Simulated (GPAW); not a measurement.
# Bi2Se3 (Paraguanajuatite) (R-3m) in GPAW: notebook

One crystal, Bi2Se3 (Paraguanajuatite), is run at these levels: PBE; tasks: single point.

Everything below comes from runs of GPAW 26.7.0. Logs are shortened: lines on timing, memory, paths and dates and some standing lists are left out, and cuts for length are marked. The log counts tension as positive stress, the text compression.

**1. Starting point**

The structure is trigonal, space group R-3m (No. 166). Conventional cell: a = 4.143 Å, b = 4.143 Å, c = 28.636 Å, α = 90.00°, β = 90.00°, γ = 120.00°. Bi (site symmetry 3m) has 6 Se at 2.85 to 3.07 Å as nearest neighbours. Around Se (site symmetry 3m) lie 3 Bi at 2.85 Å. Se (site symmetry -3m) is surrounded by 6 Bi at 3.07 Å.

**2. Single point, PBE**

Input file run.py:

```python
from ase import Atoms
from ase.dft.bandgap import bandgap
from ase.io import write
from ase.units import GPa
from gpaw import GPAW, PW

atoms = Atoms(['Bi', 'Bi', 'Se', 'Se', 'Se'],
              cell=[[2.0715, 1.1959810826, 9.5453333333],
                    [-2.0715, 1.1959810826, 9.5453333333],
                    [0.0, -2.3919621653, 9.5453333333]],
              scaled_positions=[[0.5992, 0.5992, 0.5992],
                                [0.4008, 0.4008, 0.4008],
                                [0.7883, 0.7883, 0.7883],
                                [0.2117, 0.2117, 0.2117],
                                [0.0, 0.0, 0.0]],
              pbc=True)

calc = GPAW(mode=PW(500),
            xc='PBE',
            kpts={'size': (6, 6, 6), 'gamma': True},
            occupations={'name': 'fermi-dirac', 'width': 0.05},
            nbands=39,
            maxiter=120,
            txt='gpaw.txt')
atoms.calc = calc
energy = atoms.get_potential_energy()
forces = atoms.get_forces()
stress = atoms.get_stress()
calc.write('gs.gpw')
write('result.traj', atoms)
print(f'Energy: {energy:.6f} eV')
print('Forces (eV/A):')
print(forces.round(4))
print('Stress (GPa):', (stress / GPa).round(3))
print('Fermi level:', round(calc.get_fermi_level(), 4), 'eV')
print(f'Gap: {bandgap(calc)[0]:.4f} eV, direct: {bandgap(calc, direct=True)[0]:.4f} eV')
```

Potentials or basis: GPAW PAW data sets (gpaw-data 1.2.1), pw.

Run with:

```
$ OMP_NUM_THREADS=1 python run.py
```

gpaw.txt:

```text
__  _  _
 | _ |_)|_||  |
 |__||  | ||/\| - 26.7.0

Input parameters:
  mode=PW(ecut=500.0),
  kpts=MonkhorstPack(size=(6, 6, 6), gamma=True),
  maxiter=120,
  nbands=39,
  occupations=Occupations(name='fermi-dirac', width=0.05),
  xc=XC(name='PBE')

Diagonalizing LCAO Hamiltonian
Converting LCAO to pw mode

       Se

       Bi

       Bi

       Se

       Se

Atoms  # Å, Bohr magnetons
|   | symbol |         x |         y |         z |    initial magnetic moments |
|---|--------|-----------|-----------|-----------|-----------------------------|
| 0 |     Bi | -0.000000 | -0.000000 | 17.158691 | ( 0.0000,  0.0000,  0.0000) |
| 1 |     Bi | -0.000000 | -0.000000 | 11.477309 | ( 0.0000,  0.0000,  0.0000) |
| 2 |     Se | -0.000000 | -0.000000 | 22.573759 | ( 0.0000,  0.0000,  0.0000) |
| 3 |     Se | -0.000000 | -0.000000 |  6.062241 | ( 0.0000,  0.0000,  0.0000) |
| 4 |     Se |  0.000000 |  0.000000 |  0.000000 | ( 0.0000,  0.0000,  0.0000) |

Unit cell  # Å
| periodic |         x |         y |        z |  lengths |    angles |
|----------|-----------|-----------|----------|----------|-----------|
|      yes |  2.071500 |  1.195981 | 9.545333 | 9.840471 | 24.304273 |
|      yes | -2.071500 |  1.195981 | 9.545333 | 9.840471 | 24.304273 |
|      yes |  0.000000 | -2.391962 | 9.545333 | 9.840471 | 24.304273 |

Number of symmetries: 12
Symmetry operations  # r_c * U_cc + t_c -> r_c
|    | kind |            matrix            |
|----|------|------------------------------|
|  0 |  E   |  1, 0, 0,  0, 1, 0,  0, 0, 1 |
|  1 |  σ   |  1, 0, 0,  0, 0, 1,  0, 1, 0 |
|  2 |  σ   |  0, 1, 0,  1, 0, 0,  0, 0, 1 |
|  3 |  C3  |  0, 1, 0,  0, 0, 1,  1, 0, 0 |
|  4 |  C3  |  0, 0, 1,  1, 0, 0,  0, 1, 0 |
|  5 |  σ   |  0, 0, 1,  0, 1, 0,  1, 0, 0 |
|  6 |  C2  |  0, 0,-1,  0,-1, 0, -1, 0, 0 |
|  7 |  S6  |  0, 0,-1, -1, 0, 0,  0,-1, 0 |
|  8 |  S6  |  0,-1, 0,  0, 0,-1, -1, 0, 0 |
|  9 |  C2  |  0,-1, 0, -1, 0, 0,  0, 0,-1 |
| 10 |  C2  | -1, 0, 0,  0, 0,-1,  0,-1, 0 |
| 11 |  i   | -1, 0, 0,  0,-1, 0,  0, 0,-1 |

BZ-sampling:
  Number of BZ points: 216
  Number of IBZ points: 32

  Monkhorst-Pack size: [6, 6, 6]
  Monkhorst-Pack shift: [0.08333333333333333, 0.08333333333333333, 0.08333333333333333]

K-points  # in reciprocal-cell coordinates
|     |                                coordinates |     weight |
|-----|--------------------------------------------|------------|
|   0 | (  0.00000000,   0.00000000,   0.00000000) | 0.00462963 |
|   1 | (  0.16666667,   0.00000000,  -0.16666667) | 0.02777778 |
|   2 | (  0.16666667,   0.00000000,   0.00000000) | 0.02777778 |
|   3 | (  0.16666667,   0.16666667,  -0.16666667) | 0.02777778 |
|   4 | (  0.16666667,   0.16666667,   0.00000000) | 0.02777778 |
|   5 | (  0.16666667,   0.16666667,   0.16666667) | 0.00925926 |
|   6 | (  0.33333333,  -0.16666667,  -0.16666667) | 0.02777778 |
|   7 | (  0.33333333,   0.00000000,  -0.33333333) | 0.02777778 |
|   8 | (  0.33333333,   0.00000000,  -0.16666667) | 0.05555556 |
|   9 | (  0.33333333,   0.00000000,   0.00000000) | 0.02777778 |
| ... |                                            |            |
|  31 | (  0.50000000,   0.50000000,   0.50000000) | 0.00462963 |

Plane wave coefficients: 3629
Cutoff: 500.0 eV

Spin-components: 1 (collinear spins)
Bands:           39
Projectors:      27
Spin-degeneracy: 2
Datatype:        complex128

Parallelization:
  kpt:    1
  domain: 1
  band:   1

Density:
  Valence electrons: 48.0
  Components: 1
  Grid points: [54 54 54]
  Charge: 0.0  # |e|

Potential:
  Grid points: [54 54 54]

species:
  Bi:
    name:    Bismuth
    Z:       83.0
    valence: 15
    core:    68
    charge:  0.0  # [|e|]
    compensation charges:
      type: gauss
      rc: 0.38  # [Å]
      lmax: 2
    cutoffs:
      filter: 2.23  # [Å]
      core: 2.33  # [Å]
    projectors
    | kind |    occ | energy [eV] | rcut [Å] |
    |------|--------|-------------|----------|
    |   6s |  2.000 |     -14.385 |    1.286 |
    |   6p |  3.000 |      -4.580 |    1.275 |
    |   5d | 10.000 |     -27.119 |    1.349 |
    |    s |        |      12.827 |    1.286 |
    |    p |        |      22.631 |    1.275 |
    |    d |        |       0.093 |    1.349 |

    Using partial waves for Bi as LCAO basis

  Se:
    name:    Selenium
    Z:       34.0
    valence: 6
    core:    28
    charge:  0.0  # [|e|]
    compensation charges:
      type: gauss
      rc: 0.27  # [Å]
      lmax: 2
    cutoffs:
      filter: 1.77  # [Å]
      core: 2.67  # [Å]
    projectors
    | kind |    occ | energy [eV] | rcut [Å] |
    |------|--------|-------------|----------|
    |   4s |  2.000 |     -17.277 |    0.847 |
    |   4p |  4.000 |      -6.512 |    1.005 |
    |    s |        |       9.935 |    0.847 |
    |    p |        |      20.699 |    1.005 |
    |    d |        |       0.000 |    0.847 |

    Using partial waves for Se as LCAO basis

Reference energy: -1368007.362297  # eV

eigensolver:
  PPCG
  Converge bands: occupied
  niter=2

density mixing:
  MSR1-Mixer
  Pratt-step length: 0.05
  Maximum mixing coefficient: 0.75
  Old densities: 10
  SVD Regularization: 0.005
  Good broyden scale: 1.0
  Trust region scale: 1.0
  Backstep threshold: 4.0
  History deletion threshold: 6.0
  Fourier metric: weight=20.0, sigma=0.015

occupation numbers:
  Fermi-Dirac:
    width: 0.0500  # eV

poisson solver:
  ecut: 4000.0  # eV

xc functional:
  name: PBE with 2 nearest neighbor stencil

convergence criteria:
- Maximum [total energy] change in last 3 cyles: 0.0005 eV / valence electron
- Maximum integral of absolute [dens]ity change: 0.0001 electrons / valence electron
- Maximum integral of absolute [eigenst]ate change: 4e-08 eV^2 / valence electron
maximum number of iterations: 120

SCF iterations
|iter     | |      energy | eigst |  dens |
|---------|-|-------------|-------|-------|
|iter:   1| |  -22.286934 | -0.03 |       |
|iter:   2| |  -22.154312 | -2.03 | -1.17 |
|iter:   3| |  -21.787377 | -2.33 | -1.24 |
|iter:   4| |  -21.680131 | -3.12 | -1.56 |
|iter:   5| |  -21.675458 | -3.74 | -1.92 |
|iter:   6| |  -21.676163c| -4.18 | -2.25 |
|iter:   7| |  -21.676274c| -5.41 | -3.31 |
|iter:   8| |  -21.676300c| -5.97 | -3.77 |
|iter:   9| |  -21.676302c| -6.77 | -4.39c|
|iter:  10| |  -21.676302c| -7.59c| -4.96c|

Converged in 10 steps
Energy contributions relative to reference atoms: (reference = -1368007.362297)

Energy contributions:
  Kinetic:          65.058525
  Coulomb:         -61.873493
  Zero:             -3.142477
  External:          0.000000
  Xc:              -21.718646
  Entropy:          -0.000423
  Spinorbit:         0.000000
  ----------------------------
  Free energy:     -21.676514
  Extrapolated:    -21.676302

dipole moment: (-0.000000, 0.000000, -105.410034)  # |e|*Ang

Fermi level: 6.004
Eigenvalues  # (at kpt = [0.000, 0.000, 0.000])
| band index |      eig [eV] | occ [0-2] |
|------------|---------------|-----------|
|          0 |       -17.418 |     2.000 |
|        ... |               |           |
|         16 |         3.780 |     2.000 |
|         17 |         4.002 |     2.000 |
|         18 |         4.002 |     2.000 |
|         19 |         4.003 |     2.000 |
|         20 |         4.003 |     2.000 |
|         21 |         4.665 |     2.000 |
|         22 |         4.665 |     2.000 |
|         23 |         5.905 |     1.756 |
|         24 |         6.102 |     0.248 |
|         25 |         7.275 |     0.000 |
|         26 |         7.275 |     0.000 |
|         27 |         8.012 |     0.000 |
|         28 |         8.599 |     0.000 |
|         29 |         8.599 |     0.000 |
|         30 |        11.716 |     0.000 |
|         31 |        12.885 |     0.000 |
|        ... |               |           |
|         38 |        14.588 |     0.000 |

Gap: 0.196 eV
Transition (v -> c):
  (s=0, k=0, n=23, [0.00, 0.00, 0.00]) -> (s=0, k=0, n=24, [0.00, 0.00, 0.00])
No difference between direct/indirect transitions

Forces  # eV/Ang
|        x |        y |        z |
|----------|----------|----------|
|  0.00000 | -0.00000 |  0.19249 |  # Bi   0
|  0.00000 |  0.00000 | -0.19249 |  # Bi   1
|  0.00000 | -0.00000 |  0.17862 |  # Se   2
|  0.00000 |  0.00000 | -0.17862 |  # Se   3
| -0.00000 | -0.00000 |  0.00000 |  # Se   4

Stress tensor  # eV/Ang^3
|         x |         y |         z |
|-----------|-----------|-----------|
| -0.014798 |  0.000000 | -0.000000 |
|  0.000000 | -0.014798 | -0.000000 |
| -0.000000 | -0.000000 | -0.015116 |

# Writing to gs.gpw (mode='')
```

Wall time 6.4 min (1 thread of Arm Neoverse V1, shared host); peak memory 0.51 GiB.

What came out:

```yaml
Free_energy: -21.6765 eV
Pressure: 2.4 GPa
Largest_force: 0.192 eV/Å
Band_gap_on_the_k_mesh: 0.20 eV, direct
```

Forces on the atoms (eV/Å):
```
Bi   0.000  0.000  0.192
Bi   0.000  0.000 -0.192
Se   0.000  0.000  0.179
Se   0.000  0.000 -0.179
Se   0.000  0.000  0.000
```

Caveat: the cutoff is short for stress and forces, so pressures can be off by a GPa or more; spin-orbit coupling is left out, which as a rule narrows the gap of such compounds by several tenths of an eV; the program warned that so skewed a cell can give wrong results.

**3. Single point, PBE**

Edit run.py of step 2 so:

```diff
@@ -19,3 +19,3 @@
             xc='PBE',
-            kpts={'size': (6, 6, 6), 'gamma': True},
+            kpts={'size': (4, 4, 4), 'gamma': True},
             occupations={'name': 'fermi-dirac', 'width': 0.05},
```

Potentials or basis: GPAW PAW data sets (gpaw-data 1.2.1), pw.

Run with:

```
$ OMP_NUM_THREADS=1 python run.py
```

It took 2.4 min on 1 thread of Arm Neoverse V2, shared host; peak memory 0.48 GiB.

The run converged. Its results:

```
Free energy            : -21.6927 eV
Pressure               : 2.3 GPa
Largest force          : 0.196 eV/Å
Band gap on the k mesh : 0.21 eV, direct
```

Forces in eV/Å, atoms in the order of the input:
```
Bi   0.000  0.000  0.196
Bi   0.000  0.000 -0.196
Se   0.000  0.000  0.149
Se   0.000  0.000 -0.149
Se   0.000  0.000  0.000
```

Stress tensor (GPa, compression positive):
```
2.32 0.00 0.00
0.00 2.32 0.00
0.00 0.00 2.18
```

Levels at points of the mesh, in eV from the valence-band top:
| k point | band 22 | band 23 | band 24 | band 25 | band 26 | band 27 |
| --- | --- | --- | --- | --- | --- | --- |
| (0.00, 0.00, 0.00) | -1.23 | -1.23 | 0.00 | 0.21 | 1.37 | 1.37 |
| (0.50, 0.00, 0.00) | -2.16 | -1.26 | -0.56 | 0.82 | 1.90 | 2.94 |
| (0.50, 0.50, 0.00) | -1.90 | -1.66 | -1.00 | 1.31 | 1.94 | 2.57 |
| (0.50, 0.50, 0.50) | -1.40 | -1.40 | -0.46 | 0.61 | 1.68 | 1.68 |

Caveat: the k mesh is coarse (spacing up to 0.44 Å⁻¹), so the values aren't converged; the cutoff is short for stress and forces, so pressures can be off by a GPa or more; spin-orbit coupling is left out, which as a rule narrows the gap of such compounds by several tenths of an eV; the program warned that so skewed a cell can give wrong results.
